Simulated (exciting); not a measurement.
Consider BaO, space group Fm-3m.

```xyz
2
Lattice="0.0000 2.7500 2.7500 2.7500 0.0000 2.7500 2.7500 2.7500 0.0000" Properties=species:S:1:pos:R:3 pbc="T T T"
Ba    0.0000    0.0000    0.0000
O     2.7500    2.7500    2.7500
```

Absorber: atom 1, with 6 O at 2.75 Å (octahedral, site symmetry m-3m). Method: exciting, all-electron LAPW+lo, LDA, exchange and screened direct term (singlet BSE), 4×4×4 shifted k points, 29 conduction bands, |G+q| up to 3 bohr⁻¹ (2 in the exchange term), full RPA screening with nempty = 50, Lorentzian half width 1.66 eV.

The database entry behind the starting cell differs from later determinations by our own check (about 0.7 % short), so it need not match the best structure at ambient conditions.

Question: What does the Ba L₃ spectrum look like, and is there a bound core exciton?

Bound core exciton? Yes on this mesh: the first bright state (over 5 % of the brightest) lies at -0.68 eV from the Kohn–Sham onset and at -0.89 eV from the lowest bare transition of its own mesh; weaker or dark states reach down to -4.99 eV. Maxima (height): 2.5 eV (1.00), 17.5 eV (0.33) and 22.9 eV (0.32).

Energy from the Kohn–Sham onset, core level to the lowest empty state found on the meshes used; Im ε in relative units:

```
E (eV)  Im ε
 -12.0  0.03
 -11.5  0.03
 -11.0  0.03
 -10.5  0.03
 -10.0  0.04
  -9.5  0.04
  -9.0  0.04
  -8.5  0.05
  -8.0  0.05
  -7.5  0.06
  -7.0  0.06
  -6.5  0.07
  -6.0  0.08
  -5.5  0.09
  -5.0  0.11
  -4.5  0.12
  -4.0  0.15
  -3.5  0.18
  -3.0  0.22
  -2.5  0.28
  -2.0  0.36
  -1.5  0.46
  -1.0  0.57
  -0.5  0.67
   0.0  0.73
   0.5  0.77
   1.0  0.82
   1.5  0.89
   2.0  0.96
   2.5  1.00
   3.0  0.96
   3.5  0.87
   4.0  0.76
   4.5  0.68
   5.0  0.61
   5.5  0.56
   6.0  0.52
   6.5  0.49
   7.0  0.47
   7.5  0.44
   8.0  0.40
   8.5  0.36
   9.0  0.32
   9.5  0.30
  10.0  0.28
  10.5  0.27
  11.0  0.27
  11.5  0.26
  12.0  0.27
  12.5  0.27
  13.0  0.28
  13.5  0.29
  14.0  0.29
  14.5  0.29
  15.0  0.29
  15.5  0.29
  16.0  0.30
  16.5  0.31
  17.0  0.33
  17.5  0.33
  18.0  0.33
  18.5  0.32
  19.0  0.31
  19.5  0.30
  20.0  0.30
  20.5  0.30
  21.0  0.30
  21.5  0.31
  22.0  0.31
  22.5  0.32
  23.0  0.32
  23.5  0.32
  24.0  0.31
  24.5  0.29
  25.0  0.27
  25.5  0.26
  26.0  0.24
  26.5  0.23
  27.0  0.23
```

Binding energies aren't converged on 64 k points, and fine structure above the first lines is partly noise of the mesh. Exchange and the short-range direct term aren't converged in the kernel cutoff. The zero comes from the unshifted 4×4×4 ground-state mesh; it is exact only where the band minimum lies on that mesh. The conduction states carry no spin here, so the exchange coupling to the spinor core hole is only partly held. This core level is treated alone, with no coupling to its spin–orbit partner. The Kohn–Sham onset, 5151 eV, is no photon energy (tabulated edge of the element: 5247 eV): the scale needs a rigid shift. Bands and screening come from semilocal DFT, whose small gap overscreens. Vibrations and energy-dependent lifetimes are left out. The structure is a published determination, not relaxed.

[Banner, clock and machine lines of the logs are left out without a mark of their own.]

[Logs are printed without paths, hosts, clocks, repeated set-up lines and the standing remarks that a program may print on its own settings, such as how far it seeks lower states.]

[Hosts, paths, dates, database ids (printed as entryN), source tags and the programs' standing remarks are cut or masked in the printed files.]
